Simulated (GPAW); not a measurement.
CuI (Marshite):

```
I Cu
1.0
     0.00000    3.03150    3.03150
     3.03150    0.00000    3.03150
     3.03150    3.03150    0.00000
I Cu
1 1
Direct
  0.00000 0.00000 0.00000
  0.75000 0.75000 0.75000
```

Program: GPAW 26.7.0. Alike in all runs: no spin polarisation; cell as given; k mesh 8 × 8 × 8; cutoff (eV) 600.

Q: Order these runs on this cell by their pressure, lowest first.
A. level r2SCAN; potentials or basis GPAW PAW data sets (gpaw-data 1.2.1), pw; smearing fermi-dirac 0.05 eV; band path GXWKGLUWLK,UX; band points 100
B. level PBEsol; potentials or basis PAW data sets generated in the run's folder for this functional, pw; smearing gaussian 0.02 eV
C. level RPBE; potentials or basis the program's PAW data sets (release 1.2.1) made for this functional, pw; smearing gaussian 0.1 eV
D. level LDA; potentials or basis the program's PAW data sets (release 1.2.1) made for this functional, pw; smearing gaussian 0.02 eV

A: D (-3.9 GPa), B (-1.9 GPa), A (-0.3 GPa), C (3.0 GPa).

Caveats: with this Cu data set, volumes or pressures lay over 1.5 % or 2 GPa off other programs in two to four cells of ten; the PAW data sets were made with another functional, which shifts forces and pressure a little (some runs).

Runs at the PBE level aren't shown here.
